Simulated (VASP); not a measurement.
# Mg (P6/mmm) in VASP: further runs, part 2 of 2

VASP 6.6.1. Earlier steps stand in the parts before.

### Step 4. Single point, r2SCAN

File INCAR:

```
ADDGRID = False
ALGO = Normal
EDIFF = 1E-6
ENCUT = 400
ISIF = 2
ISMEAR = 1
LASPH = True
LCHARG = False
LMIXTAU = True
LREAL = False
LWAVE = False
METAGGA = R2SCAN
NELM = 100
PREC = Low
SIGMA = 0.2
```

File KPOINTS:

```
k-points
0
Gamma
  11 11 9
```

File POSCAR:

```
Mg
1.0
    3.0502998005      0.0000000000      0.0000000000
   -1.5251499003      2.6416371164      0.0000000000
    0.0000000000      0.0000000000      3.0448375700
Mg
1
Direct
    0.0000000000      0.0000000000      0.0000000000
```

Potentials or basis: VASP PAW PBE potentials, release 64 (Mg).

The run is started by

```sh
cat potpaw_PBE.64/Mg/POTCAR > POTCAR
mpirun -np 1 vasp_std > vasp.out
```

OUTCAR:

```text
EDIFF = 1E-6
   ENCUT = 400
   ISIF = 2
   ISMEAR = 1
   LASPH = True
   LREAL = False
   METAGGA = R2SCAN
   NELM = 100
   PREC = Low

 Found     80 irreducible k-points:

 Following reciprocal coordinates:
            Coordinates               Weight
  0.000000  0.000000  0.000000      1.000000
  0.090909  0.000000  0.000000      6.000000
  0.181818  0.000000  0.000000      6.000000
  0.272727  0.000000  0.000000      6.000000
  0.363636  0.000000  0.000000      6.000000
  0.454545  0.000000  0.000000      6.000000
   k-points           NKPTS =     80   k-points in BZ     NKDIM =     80   number of bands    NBANDS=      5
   number of dos      NEDOS =    301   number of ions     NIONS =      1
   total plane-waves  NPLWV =   4096
   dimension x,y,z NGX =    16 NGY =   16 NGZ =   16
   dimension x,y,z NGXF=    16 NGYF=   16 NGZF=   16
   ions per type =               1
   NGX,Y,Z   is equivalent  to a cutoff of   8.72,  8.72,  8.74 a.u.
   NGXF,Y,Z  is equivalent  to a cutoff of   8.72,  8.72,  8.74 a.u.
 SYSTEM =  unknown system
   PREC   = low       normal or accurate (medium, high low for compatibility)
   ISTART =      0    job   : 0-new  1-cont  2-samecut
   ICHARG =      2    charge: 1-file 2-atom 10-const
   ISPIN  =      1    spin polarized calculation?
   LNONCOLLINEAR =      F non collinear calculations
   LSORBIT =      F    spin-orbit coupling
   LASPH  =      T    aspherical Exc in radial PAW
   ENCUT  =  400.0 eV  29.40 Ry    5.42 a.u.   4.97  4.97  4.97*2*pi/ulx,y,z
   NELM   =    100;   NELMIN=  2; NELMDL= -5     # of ELM steps
   EDIFF  = 0.1E-05   stopping-criterion for ELM
   LREAL  =      F    real-space projection
   EDIFFG = 0.1E-04   stopping-criterion for IOM
   NSW    =      0    number of steps for IOM
   IBRION =     -1    ionic relax: 0-MD 1-quasi-New 2-CG
   NFREE  =      0    steps in history (QN), initial steepest desc. (CG)
   ISIF   =      2    stress and relaxation
   ISYM   =      2    0-nonsym 1-usesym 2-fastsym
   POTIM  = 0.5000    time-step for ionic-motion
   TEBEG  =    0.0;   TEEND  =   0.0 temperature during run
   PSTRESS=    0.0 pullay stress
   NELECT =       2.0000    total number of electrons
   NUPDOWN=      -1.0000    fix difference up-down
   EMIN   =  10.00;   EMAX   =-10.00  energy-range for DOS
   EFERMI =   0.00;   METHOD = LEGACY
   ISMEAR =     1;   SIGMA  =   0.20  broadening in eV -4-tet -1-fermi 0-gaus
   EFERMI_NEDOS =   21; number of points for ismear=-14 and -15
   IALGO  =     38    algorithm
   IMIX   =      4    mixing-type and parameters
     AMIX     =   0.40;   BMIX     =  1.00
     AMIX_MAG =   1.60;   BMIX_MAG =  1.00
  volume/ion in A,a.u.               =      24.53       165.57
  Fermi-wavevector in a.u.,A,eV,Ry     =   0.709836  1.341396  6.855535  0.503868
  Thomas-Fermi vector in A             =   1.796524
   LORBIT       =      0    0 simple, 1 ext, 2 COOP (PROOUT), +10 PAW based schemes
   METAGGA = R2SCAN    functional components
   LHFCALC =     F    Hartree Fock is set to
   AEXX    =    0.0000 exact exchange contribution
   IVDW    =     0    specifies the selected vdW correction
   LEPSILON=     F    determine dielectric tensor
   LRPA    =     F    only Hartree local field effects (RPA)
 non-spin polarized calculation
 Methfessel and Paxton  Order N= 1 SIGMA  =   0.20
  energy-cutoff  :      400.00
  volume of cell :       24.53
 maximum number of plane-waves:       456
   NGX =  9   NGY =  9   NGZ =  9

 number of electron       1.9999998 magnetization

 Free energy of the ion-electron system (eV)
  ---------------------------------------------------
  ext. energy  EPLUGINS =         0.00000000
  ---------------------------------------------------
  free energy    TOTEN  =        -3.87068652 eV

  energy without entropy =       -3.87116223  energy(sigma->0) =       -3.87084509

 E-fermi :   2.2752     XC(G=0):  -8.8384

 val. band max:        2.1493194756   @ k =   0.3636   0.1818   0.3333
 cond. band min:       2.2807908376   @ k =   0.3636   0.2727   0.0000
 fundamental gap:      0.1314713620
 Fermi energy:         2.2752476401

 k-point     1 :       0.0000    0.0000    0.0000
  band No.  band energies     occupation
      1      -4.8411      2.00000
      2      10.8192      0.00000
      3      11.7531      0.00000
      4      15.7189      0.00000
      5      15.7200      0.00000

 k-point     2 :       0.0909    0.0000    0.0000
  band No.  band energies     occupation
      1      -4.6499      2.00000
      2      10.7763      0.00000
      3      11.9123      0.00000
      4      13.3269      0.00000
      5      14.6782      0.00000

 k-point     3 :       0.1818    0.0000    0.0000
  band No.  band energies     occupation
      1      -4.0783      2.00000
      2       9.5203      0.00000
      3      11.5973      0.00000
      4      12.3907      0.00000
      5      13.4685      0.00000

 k-point     4 :       0.2727    0.0000    0.0000
  band No.  band energies     occupation
      1      -3.1331      2.00000
      2       6.8086      0.00000
      3      11.4425      0.00000
      4      12.5387      0.00000
      5      13.1885      0.00000

 k-point     5 :       0.3636    0.0000    0.0000
  band No.  band energies     occupation
      1      -1.8266      2.00000
      2       4.2099     -0.00000
      3      11.2945      0.00000
      4      11.9158      0.00000
      5      14.3013      0.00000

 k-point     6 :       0.4545    0.0000    0.0000
  band No.  band energies     occupation
      1      -0.1965      2.00000
      2       1.9231      2.03197
      3      11.1599      0.00000
      4      11.6039      0.00000
      5      15.6699      0.00000

 [... further k-points ...]

------------------------ aborting loop because EDIFF is reached ----------------------------------------

  FORCE on cell =-STRESS in cart. coord.  units (eV):
  Direction    XX          YY          ZZ          XY          YZ          ZX
  --------------------------------------------------------------------------------------
  -------------------------------------------------------------------------------------
  Total        0.1321680      0.1321680     -0.0097657     -0.0000000      0.0000000      0.0000000
  in kB        8.6309170      8.6309170     -0.6377232     -0.0000000      0.0000000      0.0000000
  external PRESSURE =       5.5413703 kB  Pullay stress =       0.0000000 kB

 VOLUME and BASIS-vectors are now :
 -----------------------------------------------------------------------------
  energy-cutoff  :      400.00
  volume of cell :       24.53
      direct lattice vectors                 reciprocal lattice vectors
     3.050299800  0.000000000  0.000000000     0.327836628  0.189276565  0.000000000
    -1.525149900  2.641637116  0.000000000     0.000000000  0.378553130  0.000000000
     0.000000000  0.000000000  3.044837570     0.000000000  0.000000000  0.328424744

 POSITION                                       TOTAL-FORCE (eV/Angst)
 -----------------------------------------------------------------------------------
      0.00000      0.00000      0.00000        -0.000000      0.000000      0.000000
 -----------------------------------------------------------------------------------
    total drift:                               -0.000000     -0.000000     -0.000000

  FREE ENERGIE OF THE ION-ELECTRON SYSTEM (eV)
  ---------------------------------------------------
  free  energy   TOTEN  =        -3.8706865241 eV

  energy  without entropy=       -3.8711622348  energy(sigma->0) =       -3.87084509
```

Wall time 6.4 s (1 thread of Intel Xeon 6975P-C (Granite Rapids), shared host); peak memory 0.11 GiB.

These settings aren't checked as converged: the numbers below hold their error.

Results:

```
Free energy            : -3.8707 eV
Pressure               : 0.6 GPa
Band gap on the k mesh : none (metal or under the smearing width)
```

Caveat: the PAW data sets were made with another functional, which shifts forces and pressure a little.

### Step 5. Single point, r2SCAN

This run uses another cell than the first one, of the same volume but with other edges.

INCAR is that of step 4.

KPOINTS is that of step 4.

File POSCAR:

```
Mg
1.0
    3.1430880000     -0.0084060000     -0.0278050000
   -1.5788240000      2.6046760000      0.0276970000
   -0.0277550000      0.0158990000      3.0020770000
Mg
1
Direct
   -0.0144770000      0.0117080000      0.0082640000
```

The run is started by

```sh
cat potpaw_PBE.64/Mg/POTCAR > POTCAR
mpirun -np 1 vasp_std > vasp.out
```

Run time: 25 s. Hardware: 1 thread of Intel Xeon 6975P-C (Granite Rapids), shared host; peak memory 0.15 GiB.

These settings aren't checked as converged: the numbers below hold their error.

Results:

| Quantity | Value |
| --- | --- |
| Free energy | -3.8638 eV |
| Pressure | 0.3 GPa |
| Band gap on the k mesh | none (metal or under the smearing width) |

Caveat: the PAW data sets were made with another functional, which shifts forces and pressure a little.

### Step 6. Single point, r2SCAN

Changes to INCAR since step 5:

```diff
@@ -13,3 +13,3 @@
 NELM = 100
-PREC = Low
+PREC = Normal
 SIGMA = 0.2
```

KPOINTS is that of step 5.

File POSCAR:

```
Mg
1.0
    3.0502998005      0.0000000000      0.0000000000
   -1.5251499003      2.6416371164      0.0000000000
    0.0000000000      0.0000000000      3.0448375700
Mg
1
Direct
    0.0000000000      0.0000000000      0.0000000000
```

Potentials or basis: VASP PAW PBE potentials, release 64 (Mg).

The run is started by

```sh
cat potpaw_PBE.64/Mg/POTCAR > POTCAR
mpirun -np 1 vasp_std > vasp.out
```

OUTCAR:

```text
EDIFF = 1E-6
   ENCUT = 400
   ISIF = 2
   ISMEAR = 1
   LASPH = True
   LREAL = False
   METAGGA = R2SCAN
   NELM = 100
   PREC = Normal

 Found     80 irreducible k-points:

 Following reciprocal coordinates:
            Coordinates               Weight
  0.000000  0.000000  0.000000      1.000000
  0.090909  0.000000  0.000000      6.000000
  0.181818  0.000000  0.000000      6.000000
  0.272727  0.000000  0.000000      6.000000
  0.363636  0.000000  0.000000      6.000000
  0.454545  0.000000  0.000000      6.000000
   k-points           NKPTS =     80   k-points in BZ     NKDIM =     80   number of bands    NBANDS=      5
   number of dos      NEDOS =    301   number of ions     NIONS =      1
   total plane-waves  NPLWV =   4096
   dimension x,y,z NGX =    16 NGY =   16 NGZ =   16
   dimension x,y,z NGXF=    32 NGYF=   32 NGZF=   32
   ions per type =               1
   NGX,Y,Z   is equivalent  to a cutoff of   8.72,  8.72,  8.74 a.u.
   NGXF,Y,Z  is equivalent  to a cutoff of  17.44, 17.44, 17.47 a.u.
 SYSTEM =  unknown system
   PREC   = normal    normal or accurate (medium, high low for compatibility)
   ISTART =      0    job   : 0-new  1-cont  2-samecut
   ICHARG =      2    charge: 1-file 2-atom 10-const
   ISPIN  =      1    spin polarized calculation?
   LNONCOLLINEAR =      F non collinear calculations
   LSORBIT =      F    spin-orbit coupling
   LASPH  =      T    aspherical Exc in radial PAW
   ENCUT  =  400.0 eV  29.40 Ry    5.42 a.u.   4.97  4.97  4.97*2*pi/ulx,y,z
   NELM   =    100;   NELMIN=  2; NELMDL= -5     # of ELM steps
   EDIFF  = 0.1E-05   stopping-criterion for ELM
   LREAL  =      F    real-space projection
   EDIFFG = 0.1E-04   stopping-criterion for IOM
   NSW    =      0    number of steps for IOM
   IBRION =     -1    ionic relax: 0-MD 1-quasi-New 2-CG
   NFREE  =      0    steps in history (QN), initial steepest desc. (CG)
   ISIF   =      2    stress and relaxation
   ISYM   =      2    0-nonsym 1-usesym 2-fastsym
   POTIM  = 0.5000    time-step for ionic-motion
   TEBEG  =    0.0;   TEEND  =   0.0 temperature during run
   PSTRESS=    0.0 pullay stress
   NELECT =       2.0000    total number of electrons
   NUPDOWN=      -1.0000    fix difference up-down
   EMIN   =  10.00;   EMAX   =-10.00  energy-range for DOS
   EFERMI =   0.00;   METHOD = LEGACY
   ISMEAR =     1;   SIGMA  =   0.20  broadening in eV -4-tet -1-fermi 0-gaus
   EFERMI_NEDOS =   21; number of points for ismear=-14 and -15
   IALGO  =     38    algorithm
   IMIX   =      4    mixing-type and parameters
     AMIX     =   0.40;   BMIX     =  1.00
     AMIX_MAG =   1.60;   BMIX_MAG =  1.00
  volume/ion in A,a.u.               =      24.53       165.57
  Fermi-wavevector in a.u.,A,eV,Ry     =   0.709836  1.341396  6.855535  0.503868
  Thomas-Fermi vector in A             =   1.796524
   LORBIT       =      0    0 simple, 1 ext, 2 COOP (PROOUT), +10 PAW based schemes
   METAGGA = R2SCAN    functional components
   LHFCALC =     F    Hartree Fock is set to
   AEXX    =    0.0000 exact exchange contribution
   IVDW    =     0    specifies the selected vdW correction
   LEPSILON=     F    determine dielectric tensor
   LRPA    =     F    only Hartree local field effects (RPA)
 non-spin polarized calculation
 Methfessel and Paxton  Order N= 1 SIGMA  =   0.20
  energy-cutoff  :      400.00
  volume of cell :       24.53
 maximum number of plane-waves:       456
   NGX =  9   NGY =  9   NGZ =  9

 number of electron       2.0000000 magnetization

 Free energy of the ion-electron system (eV)
  ---------------------------------------------------
  ext. energy  EPLUGINS =         0.00000000
  ---------------------------------------------------
  free energy    TOTEN  =        -3.86496911 eV

  energy without entropy =       -3.86539158  energy(sigma->0) =       -3.86510993

 E-fermi :   2.2766     XC(G=0):  -8.8345

 val. band max:        2.1499020763   @ k =   0.3636   0.1818   0.3333
 cond. band min:       2.2836625166   @ k =   0.3636   0.2727   0.0000
 fundamental gap:      0.1337604403
 Fermi energy:         2.2765586048

 k-point     1 :       0.0000    0.0000    0.0000
  band No.  band energies     occupation
      1      -4.8371      2.00000
      2      10.8260      0.00000
      3      11.7516      0.00000
      4      15.7143      0.00000
      5      15.7143      0.00000

 k-point     2 :       0.0909    0.0000    0.0000
  band No.  band energies     occupation
      1      -4.6459      2.00000
      2      10.7834      0.00000
      3      11.9108      0.00000
      4      13.3225      0.00000
      5      14.6741      0.00000

 k-point     3 :       0.1818    0.0000    0.0000
  band No.  band energies     occupation
      1      -4.0746      2.00000
      2       9.5226      0.00000
      3      11.5995      0.00000
      4      12.3887      0.00000
      5      13.4652      0.00000

 k-point     4 :       0.2727    0.0000    0.0000
  band No.  band energies     occupation
      1      -3.1297      2.00000
      2       6.8096      0.00000
      3      11.4474      0.00000
      4      12.5358      0.00000
      5      13.1860      0.00000

 k-point     5 :       0.3636    0.0000    0.0000
  band No.  band energies     occupation
      1      -1.8238      2.00000
      2       4.2117     -0.00000
      3      11.2997      0.00000
      4      11.9131      0.00000
      5      14.2978      0.00000

 k-point     6 :       0.4545    0.0000    0.0000
  band No.  band energies     occupation
      1      -0.1950      2.00000
      2       1.9263      2.03274
      3      11.1650      0.00000
      4      11.6015      0.00000
      5      15.6641      0.00000

 [... further k-points ...]
[... 5 lines left out ...]
  --------------------------------------------------------------------------------------
  -------------------------------------------------------------------------------------
  Total        0.0958339      0.0958339     -0.0066464     -0.0000000      0.0000000      0.0000000
  in kB        6.2582089      6.2582089     -0.4340285     -0.0000000      0.0000000      0.0000000
  external PRESSURE =       4.0274631 kB  Pullay stress =       0.0000000 kB

 VOLUME and BASIS-vectors are now :
 -----------------------------------------------------------------------------
  energy-cutoff  :      400.00
  volume of cell :       24.53
      direct lattice vectors                 reciprocal lattice vectors
     3.050299800  0.000000000  0.000000000     0.327836628  0.189276565  0.000000000
    -1.525149900  2.641637116  0.000000000     0.000000000  0.378553130  0.000000000
     0.000000000  0.000000000  3.044837570     0.000000000  0.000000000  0.328424744

 POSITION                                       TOTAL-FORCE (eV/Angst)
 -----------------------------------------------------------------------------------
      0.00000      0.00000      0.00000         0.000000      0.000000      0.000000
 -----------------------------------------------------------------------------------
    total drift:                                0.000000      0.000000     -0.000000

  FREE ENERGIE OF THE ION-ELECTRON SYSTEM (eV)
  ---------------------------------------------------
  free  energy   TOTEN  =        -3.8649691082 eV

  energy  without entropy=       -3.8653915763  energy(sigma->0) =       -3.86510993
```

OSZICAR:

```text
N       E                     dE             d eps       ncg     rms          rms(c)
DAV:   1    -0.331603984549E+01   -0.33160E+01   -0.65106E+02   870   0.213E+02
DAV:   2    -0.393042312855E+01   -0.61438E+00   -0.58214E+00  1055   0.134E+01
DAV:   3    -0.393401389479E+01   -0.35908E-02   -0.35880E-02  1155   0.119E+00
DAV:   4    -0.393402824040E+01   -0.14346E-04   -0.14345E-04  1055   0.522E-02
[... 11 lines left out ...]
DAV:  16    -0.386496827012E+01   -0.13121E-04   -0.31144E-05   865   0.326E-02    0.897E-03
DAV:  17    -0.386497909821E+01   -0.10828E-04   -0.94232E-06  1000   0.174E-02    0.199E-03
DAV:  18    -0.386497254063E+01    0.65576E-05   -0.14013E-06   820   0.943E-03    0.102E-03
DAV:  19    -0.386497002466E+01    0.25160E-05   -0.27711E-07   450   0.436E-03    0.524E-04
DAV:  20    -0.386496910821E+01    0.91644E-06   -0.20123E-07   460   0.330E-03
   1 F= -.38649691E+01 E0= -.38651099E+01  d E =0.422468E-03
```

stdout:

```text
POSCAR found type information on POSCAR Mg
 POSCAR found :  1 types and       1 ions
 scaLAPACK will be used
 -----------------------------------------------------------------------------
|                                                                             |
|                                                                             |
|     You enforced a specific xc type in the INCAR file but a different       |
|     I HOPE YOU KNOW WHAT YOU ARE DOING!                                     |
|                                                                             |
 -----------------------------------------------------------------------------

 LDA part: xc-table for (None), standard interpolation
 POSCAR, INCAR and KPOINTS ok, starting setup
 FFT: planning ... GRIDC
 FFT: planning ... GRID_SOFT
 FFT: planning ... GRID
 WAVECAR not read
 entering main loop
```

Run time: 7.1 s. Hardware: 1 thread of Intel Xeon 6975P-C (Granite Rapids), shared host; peak memory 0.11 GiB.

The run converged, but some of its settings lie outside the range that counts as converged, so its numbers aren't taken as properties of the crystal.

Results:

```
Free energy            : -3.8650 eV
Pressure               : 0.4 GPa
Band gap on the k mesh : none (metal or under the smearing width)
```

Caveat: the PAW data sets were made with another functional, which shifts forces and pressure a little.
